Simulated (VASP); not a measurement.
# Pb (P6_3/mmc) in VASP: notebook, part 2 of 2

VASP 6.6.1.

## Step 3: Relaxation of cell and atoms, PBEsol, target pressure 20 GPa, at which the enthalpy is minimised

INCAR reads:

```
SYSTEM = Pb
ALGO = Fast
EDIFF = 1E-7
EDIFFG = -0.01
ENCUT = 600
GGA = PS
IBRION = 2
ISIF = 3
ISMEAR = -1
LASPH = .True.
LCHARG = .False.
LREAL = .False.
LWAVE = .False.
NELM = 100
NSW = 40
PREC = Accurate
PSTRESS = 200
SIGMA = 0.05
```

KPOINTS reads:

```
k-points
0
Gamma
  9 9 5
  0 0 0
```

POSCAR reads:

```
Pb
1.0
    3.4800000000      0.0000000000      0.0000000000
   -1.7400000000      3.0137684052      0.0000000000
    0.0000000000      0.0000000000      5.5900000000
Pb
2
Direct
    0.6666666667      0.3333333333      0.7500000000
    0.3333333333      0.6666666667      0.2500000000
```

Potentials or basis: VASP PAW PBE potentials, release 64 (Pb_d).

The run is started by

```sh
cat potpaw_PBE.64/Pb_d/POTCAR > POTCAR
mpirun -np 1 vasp_std > vasp.out
```

OUTCAR:

```text
SYSTEM = Pb
   EDIFF = 1E-7
   EDIFFG = -0.01
   ENCUT = 600
   GGA = PS
   IBRION = 2
   ISIF = 3
   ISMEAR = -1
   LASPH = .True.
   LREAL = .False.
   NELM = 100
   NSW = 40
   PREC = Accurate
   PSTRESS = 200

 ion  position               nearest neighbor table
   1  0.667  0.333  0.750-   2 3.44   2 3.44   2 3.44   2 3.44   2 3.44   2 3.44
   2  0.333  0.667  0.250-   1 3.44   1 3.44   1 3.44   1 3.44   1 3.44   1 3.44

  LATTYP: Found a hexagonal cell.
 ALAT       =     3.4800000000
 C/A-ratio  =     1.6063218391

  Lattice vectors:

 A1 = (   3.4800000000,   0.0000000000,   0.0000000000)
 A2 = (  -1.7400000000,   3.0137684052,   0.0000000000)
 A3 = (   0.0000000000,   0.0000000000,   5.5900000000)

Analysis of symmetry for initial positions (statically):
=====================================================================
 Subroutine PRICEL returns:
 Original cell was already a primitive cell.

 Routine SETGRP: Setting up the symmetry group for a
 hexagonal supercell.

 Subroutine GETGRP returns: Found 24 space group operations
 (whereof 12 operations were pure point group operations)
 out of a pool of 24 trial point group operations.

The static configuration has the point symmetry D_3d.
 The point group associated with its full space group is D_6h.

Analysis of symmetry for dynamics (positions and initial velocities):
=====================================================================
 Subroutine PRICEL returns:
 Original cell was already a primitive cell.

 Routine SETGRP: Setting up the symmetry group for a
 hexagonal supercell.

 Subroutine GETGRP returns: Found 24 space group operations
 (whereof 12 operations were pure point group operations)
 out of a pool of 24 trial point group operations.

The dynamic configuration has the point symmetry D_3d.
 The point group associated with its full space group is D_6h.

 Subroutine INISYM returns: Found 24 space group operations
 (whereof 12 operations are pure point group operations),
 and found     1 'primitive' translations

----------------------------------------------------------------------------------------

                                     Primitive cell

  volume of cell :      58.6274

  direct lattice vectors                    reciprocal lattice vectors
     3.480000000  0.000000000  0.000000000     0.287356322  0.165905250  0.000000000
    -1.740000000  3.013768405  0.000000000     0.000000000  0.331810500  0.000000000
     0.000000000  0.000000000  5.590000000     0.000000000  0.000000000  0.178890877

  length of vectors
     3.480000000  3.480000000  5.590000000     0.331810500  0.331810500  0.178890877

  position of ions in fractional coordinates (direct lattice)
     0.666666667  0.333333333  0.750000000
     0.333333333  0.666666667  0.250000000

  ion indices of the primitive-cell ions
   primitive index   ion index
                 1           1
                 2           2

----------------------------------------------------------------------------------------

 KPOINTS: k-points

Automatic generation of k-mesh.
 Grid dimensions read from file:
 generate k-points for:    9    9    5

[... 46 lines left out ...]
   number of dos      NEDOS =    301   number of ions     NIONS =      2
   total plane-waves  NPLWV =  37632
   dimension x,y,z NGX =    28 NGY =   28 NGZ =   48
   dimension x,y,z NGXF=    56 NGYF=   56 NGZF=   96
   ions per type =               2
   NGX,Y,Z   is equivalent  to a cutoff of  13.38, 13.38, 14.28 a.u.
   NGXF,Y,Z  is equivalent  to a cutoff of  26.75, 26.75, 28.55 a.u.
 SYSTEM =  Pb
   PREC   = accura    normal or accurate (medium, high low for compatibility)
   ISTART =      0    job   : 0-new  1-cont  2-samecut
   ICHARG =      2    charge: 1-file 2-atom 10-const
   ISPIN  =      1    spin polarized calculation?
   LNONCOLLINEAR =      F non collinear calculations
   LSORBIT =      F    spin-orbit coupling
   LASPH  =      T    aspherical Exc in radial PAW
   ENCUT  =  600.0 eV  44.10 Ry    6.64 a.u.   6.95  6.95 11.16*2*pi/ulx,y,z
   NELM   =    100;   NELMIN=  2; NELMDL= -5     # of ELM steps
   EDIFF  = 0.1E-06   stopping-criterion for ELM
   LREAL  =      F    real-space projection
   EDIFFG = -.1E-01   stopping-criterion for IOM
   NSW    =     40    number of steps for IOM
   IBRION =      2    ionic relax: 0-MD 1-quasi-New 2-CG
   NFREE  =      1    steps in history (QN), initial steepest desc. (CG)
   ISIF   =      3    stress and relaxation
   ISYM   =      2    0-nonsym 1-usesym 2-fastsym
   POTIM  = 0.5000    time-step for ionic-motion
   TEBEG  =    0.0;   TEEND  =   0.0 temperature during run
   PSTRESS=  200.0 pullay stress
   NELECT =      28.0000    total number of electrons
   NUPDOWN=      -1.0000    fix difference up-down
   EMIN   =  10.00;   EMAX   =-10.00  energy-range for DOS
   EFERMI =   0.00;   METHOD = LEGACY
   ISMEAR =    -1;   SIGMA  =   0.05  broadening in eV -4-tet -1-fermi 0-gaus
   EFERMI_NEDOS =   21; number of points for ismear=-14 and -15
   IALGO  =     68    algorithm
   IMIX   =      4    mixing-type and parameters
     AMIX     =   0.40;   BMIX     =  1.00
     AMIX_MAG =   1.60;   BMIX_MAG =  1.00
  volume/ion in A,a.u.               =      29.31       197.82
  Fermi-wavevector in a.u.,A,eV,Ry     =   1.279658  2.418203 22.279870  1.637524
  Thomas-Fermi vector in A             =   2.412131
   LORBIT       =      0    0 simple, 1 ext, 2 COOP (PROOUT), +10 PAW based schemes
   GGA     = PS    functional components
   LHFCALC =     F    Hartree Fock is set to
   AEXX    =    0.0000 exact exchange contribution
   IVDW    =     0    specifies the selected vdW correction
   LEPSILON=     F    determine dielectric tensor
   LRPA    =     F    only Hartree local field effects (RPA)
 conjugate gradient relaxation of ions
 non-spin polarized calculation
 RMM-DIIS sequential band-by-band and
  energy-cutoff  :      600.00
  volume of cell :       58.63
 maximum number of plane-waves:      1971
 NGX is ok and might be reduce to    28
   NGX = 13   NGY = 13   NGZ = 23

--------------------------------------- Ionic step        1  -------------------------------------------

 number of electron      27.9999996 magnetization

 Free energy of the ion-electron system (eV)
  ---------------------------------------------------
  ext. energy  EPLUGINS =         0.00000000
  ---------------------------------------------------
  free energy    TOTEN  =        -7.94616699 eV

  energy without entropy =       -7.93559390  energy(sigma->0) =       -7.94088044

------------------------ aborting loop because EDIFF is reached ----------------------------------------

  FORCE on cell =-STRESS in cart. coord.  units (eV):
  Direction    XX          YY          ZZ          XY          YZ          ZX
  --------------------------------------------------------------------------------------
  -------------------------------------------------------------------------------------
  Total       -0.0614452     -0.0614452      1.3223372      0.0000000      0.0000000      0.0000000
  in kB       -1.6791821     -1.6791821     36.1369814      0.0000000      0.0000000      0.0000000
  external PRESSURE =    -189.0737942 kB  Pullay stress =     200.0000000 kB
[... 97 lines left out ...]
  energy  without entropy=       -7.4247619068  energy(sigma->0) =       -7.42936857

  enthalpy is  TOTEN    =        -1.4429734618 eV   P V=        5.9910017805

 E-fermi :   9.8818     XC(G=0): -11.5346

 val. band max:        9.8780432047   @ k =   0.2222   0.2222   0.2000
 cond. band min:       9.8893902797   @ k =   0.2222   0.1111   0.2000
 fundamental gap:      0.0113470750
 Fermi energy:         9.8817596910

 k-point     1 :       0.0000    0.0000    0.0000
  band No.  band energies     occupation
      1      -7.3565      2.00000
      2      -7.2495      2.00000
      3      -7.1967      2.00000
      4      -7.1967      2.00000
      5      -7.1563      2.00000
      6      -7.1563      2.00000
[... 493 lines left out ...]
     17      12.9781      0.00000
     18      12.9781      0.00000

 [... further k-points ...]

[... ionic steps 4 to 9 ...]

--------------------------------------- Ionic step       10  -------------------------------------------

 number of electron      27.9999998 magnetization

------------------------ aborting loop because EDIFF is reached ----------------------------------------
[... 71 lines left out ...]
--------------------------------------- Ionic step       12  -------------------------------------------

 number of electron      27.9999998 magnetization

 Free energy of the ion-electron system (eV)
  ---------------------------------------------------
  ext. energy  EPLUGINS =         0.00000000
  ---------------------------------------------------
  free energy    TOTEN  =        -7.35747662 eV

  energy without entropy =       -7.34604401  energy(sigma->0) =       -7.35176031

 E-fermi :  10.0737     XC(G=0): -11.6049

 val. band max:       10.0707266642   @ k =   0.2222   0.2222   0.2000
 cond. band min:      10.3910504069   @ k =   0.3333   0.2222   0.0000
 fundamental gap:      0.3203237427
 Fermi energy:        10.0737176071

 k-point     1 :       0.0000    0.0000    0.0000
  band No.  band energies     occupation
      1      -7.2026      2.00000
      2      -7.0843      2.00000
      3      -7.0311      2.00000
      4      -7.0311      2.00000
      5      -6.9886      2.00000
      6      -6.9886      2.00000
[... 528 lines left out ...]
  energy  without entropy=       -7.3460440125  energy(sigma->0) =       -7.35176031

  enthalpy is  TOTEN    =        -1.4620932131 eV   P V=        5.8953834032

 reached required accuracy - stopping structural energy minimisation
```

OSZICAR:

```text
N       E                     dE             d eps       ncg     rms          rms(c)
DAV:   1     0.294093025539E+03    0.29409E+03   -0.15905E+04  1296   0.212E+03
DAV:   2     0.117676611176E+02   -0.28233E+03   -0.27891E+03  1300   0.458E+02
[... 150 lines left out ...]
DAV:   1    -0.735774752080E+01   -0.46728E-03   -0.11416E-02  1528   0.101E+00    0.725E-02
RMM:   2    -0.735756280310E+01    0.18472E-03   -0.32965E-04  1297   0.205E-01    0.428E-02
RMM:   3    -0.735747351319E+01    0.89290E-04   -0.16919E-04  1296   0.121E-01    0.628E-03
RMM:   4    -0.735747580456E+01   -0.22914E-05   -0.32760E-05  1474   0.753E-02    0.305E-03
RMM:   5    -0.735747646708E+01   -0.66253E-06   -0.91937E-06  1493   0.285E-02    0.927E-04
RMM:   6    -0.735747662204E+01   -0.15496E-06   -0.16838E-06  1356   0.135E-02    0.319E-04
RMM:   7    -0.735747661629E+01    0.57516E-08   -0.22465E-07   853   0.647E-03
  12 F= -.14620932E+01 E0= -.14563769E+01  d E =-.418094E-04
```

It took 9.4 min on 1 thread of Intel Xeon Platinum 8375C at 2.90GHz (Ice Lake), shared host; peak memory 0.23 GiB.

What came out:

```
Free energy                                            : -7.3575 eV
Relaxed volume                                         : 23.61 Å³/atom
Relaxed cell                                           : a = 3.181 Å, b = 3.181 Å, c = 5.388 Å, α = 90.00°, β = 90.00°, γ = 120.00°
Space group after relaxing (to 0.05 Å)                 : P6_3/mmc (No. 194)
Energy change on relaxing (the enthalpy is what falls) : +294.3 meV/atom
Ionic steps                                            : 12
Pressure after relaxing                                : 20.0 GPa
Band gap on the k mesh                                 : none (metal or under the smearing width)
```

Stress tensor (GPa, compression positive):
```
20.04  0.00  0.00
 0.00 20.04  0.00
 0.00  0.00 19.95
```

Step by step:
| step | energy change (eV) | largest force (eV/Å) | pressure (GPa) | volume (Å³) |
| --- | --- | --- | --- | --- |
| 1 | 0.0000 | 0.0000 | 1.09 | 58.63 |
| 2 | 5.0197 | 0.0000 | 109.63 | 33.88 |
| 3 | 0.5122 | 0.0000 | 17.74 | 47.99 |
| 4 | 0.5788 | 0.0000 | 19.31 | 47.41 |
| 5 | 0.6164 | 0.0000 | 20.14 | 47.10 |
| 6 | 0.6434 | 0.0000 | 20.75 | 46.89 |
| 7 | 0.6325 | 0.0000 | 20.91 | 46.89 |
| 8 | 0.6326 | 0.0000 | 20.99 | 46.88 |
| 9 | 0.5133 | 0.0000 | 18.27 | 47.86 |
| 10 | 0.5880 | 0.0000 | 20.00 | 47.23 |
| 11 | 0.5889 | 0.0000 | 20.02 | 47.23 |
| 12 | 0.5887 | 0.0000 | 20.01 | 47.23 |

Final structure:
```xyz
2
Lattice="3.1813 0.0000 0.0000 -1.5907 2.7551 0.0000 0.0000 0.0000 5.3883" Properties=species:S:1:pos:R:3 pbc="T T T"
Pb    1.5907    0.9184    4.0412
Pb    0.0000    1.8367    1.3471
```

Levels at points of the mesh, in eV from the Fermi level:
```
           k point  band 10  band 11  band 12  band 13  band 14  band 15  band 16  band 17  band 18
(0.00, 0.00, 0.00)   -16.59   -13.57    -8.62    -5.52     7.81     7.81     8.71     9.79    10.06
```

Caveat: the cell is relaxed towards a set pressure, so the enthalpy falls and the energy may rise; the volume moved by over 15 % at a fixed basis, so the end points are rough; the PAW data sets were made with another functional, which shifts forces and pressure a little. Spin-orbit coupling is left out, which matters for the levels of Pb.

## Step 4: For comparison

An earlier run on the cell as given: functional PBEsol; potentials or basis VASP PAW PBE potentials, release 64 (Pb_d); cutoff 520 eV; k mesh 9 × 9 × 5; occupations fermi-dirac, width 0.05 eV; no spin polarisation.

- Pressure: 1.0 GPa
- Band gap on the k mesh: none (metal or under the smearing width)

## Step 5: The runs side by side

```tsv
task	cell	cutoff (eV)	target pressure	ladder	gap on the mesh (eV)	pressure (GPa)
relaxation of cell and atoms	relaxed to 10 GPa	600	10 GPa	-	none	10.0
relaxation of cell and atoms	relaxed to 20 GPa	600	20 GPa	-	none	20.0
single point	as given	520	-	free	none	1.0
```

Alike in all rows: level PBEsol; potentials or basis VASP PAW PBE potentials, release 64 (Pb_d); no spin polarisation; k mesh 9 × 9 × 5; smearing fermi-dirac 0.05 eV.

Caveats: the PAW data sets were made with another functional, which shifts forces and pressure a little; the cell is relaxed towards a set pressure, so the enthalpy falls and the energy may rise (some runs); the volume moved by over 15 % at a fixed basis, so the end points are rough (some runs).

Absolute energies hang on the potentials; compare differences alone.
